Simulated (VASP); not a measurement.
Runs of VASP 6.6.1 on GaN. It takes space group P6_3mc (No. 186, hexagonal). Conventional cell: a = 3.212 Å, b = 3.212 Å, c = 10.357 Å, α = 90.00°, β = 90.00°, γ = 120.00°. Ga (site symmetry 3m) is surrounded by 4 N at 1.95 to 2.00 Å. Around Ga (site symmetry 3m) lie 3 N at 1.94 Å. N (site symmetry 3m) is surrounded by 4 Ga at 1.94 to 2.00 Å. Around N (site symmetry 3m) lie 3 Ga at 1.95 Å. The cell is a database's computed one.

| task | level | potentials or basis | k mesh | smearing | ladder | gap on the mesh (eV) | pressure (GPa) | largest force (eV/Å) |
| --- | --- | --- | --- | --- | --- | --- | --- | --- |
| band structure | PBE | VASP PAW PBE potentials, release 64 (Ga_d, N) | 10 × 10 × 4 | gaussian 0.02 eV | gaps | 0.82 | - | - |
| single point | PBE | VASP PAW PBE potentials, release 64 (Ga_d, N) | 10 × 10 × 3 | fermi-dirac 0.05 eV | - | 0.82 | (b) | 0.33 |
| band structure | LDA | VASP PAW LDA potentials, release 64 (Ga_d, N) | 10 × 10 × 4 | gaussian 0.02 eV | gaps | (a) | - | - |
| band structure | PBEsol | VASP PAW PBE potentials, release 64 (Ga_d, N) | 10 × 10 × 4 | gaussian 0.02 eV | gaps | 0.79 | - | - |
| band structure | r2SCAN | VASP PAW PBE potentials, release 64 (Ga_d, N) | 10 × 10 × 4 | gaussian 0.02 eV | gaps | 1.21 | -5.4 | 0.26 |

Alike in all rows: no spin polarisation; cell as given; cutoff (eV) 520.

Task: Fill in the values left out.

Result: (a) 0.84; (b) -0.1.

Caveats: the PAW data sets were made with another functional, which shifts forces and pressure a little (some runs); an odd mesh through Γ misses points on the zone boundary, where band edges often lie (some runs).

A k mesh can miss the band edges, and the runs leave out spin-orbit coupling on Ga.

Not every run made on this cell is shown here.
